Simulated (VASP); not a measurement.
Hf: single point with PBE

The system is Hf.

```
CELL_PARAMETERS angstrom
-1.69670 1.80500 1.80500
1.69670 -1.80500 1.80500
1.69670 1.80500 -1.80500
ATOMIC_POSITIONS crystal
Hf 0.00000 0.00000 0.00000
```

The cell isn't the ideal one: strain -0.0600 x Voigt [1, 0, 0, 0, 0, 0], atoms carried along.

```json
{
 "Program": "VASP 6.6.1",
 "Task": "single point",
 "Functional": "PBE",
 "Potentials or basis": "VASP PAW PBE potentials, release 64 (Hf_pv)",
 "Cutoff": "520 eV",
 "k mesh": "18 × 18 × 18",
 "Occupations": "gaussian, width 0.15 eV",
 "Spin": "no spin polarisation"
}
```

```yaml
Pressure: 0.7 GPa
Band_gap_on_the_k_mesh: none (metal or under the smearing width)
```

Stress tensor (GPa, compression positive):
```
-1.53  0.00  0.00
 0.00  1.85  0.00
 0.00  0.00  1.85
```

Levels at points of the mesh, in eV from the Fermi level:
| k point | band 2 | band 3 | band 4 | band 5 | band 6 | band 7 | band 8 | band 9 |
| --- | --- | --- | --- | --- | --- | --- | --- | --- |
| (0.00, 0.00, 0.00) | -29.81 | -29.80 | -7.09 | 1.08 | 1.80 | 1.80 | 3.81 | 4.81 |
| (0.50, 0.00, 0.00) | -30.05 | -29.79 | -3.48 | -0.01 | 0.85 | 3.56 | 4.88 | 7.59 |
| (0.00, 0.50, 0.00) | -30.09 | -29.83 | -3.39 | -0.75 | 1.24 | 4.27 | 5.59 | 7.70 |
| (0.50, 0.50, 0.50) | -30.43 | -30.32 | -2.71 | -2.55 | 6.79 | 6.79 | 6.83 | 6.83 |

Run time: 55 s on 1 thread of AMD EPYC 9R45 (Zen 5) (shared host), peak memory 0.2 GiB.

Spin-orbit coupling is left out, which matters for the levels of Hf.
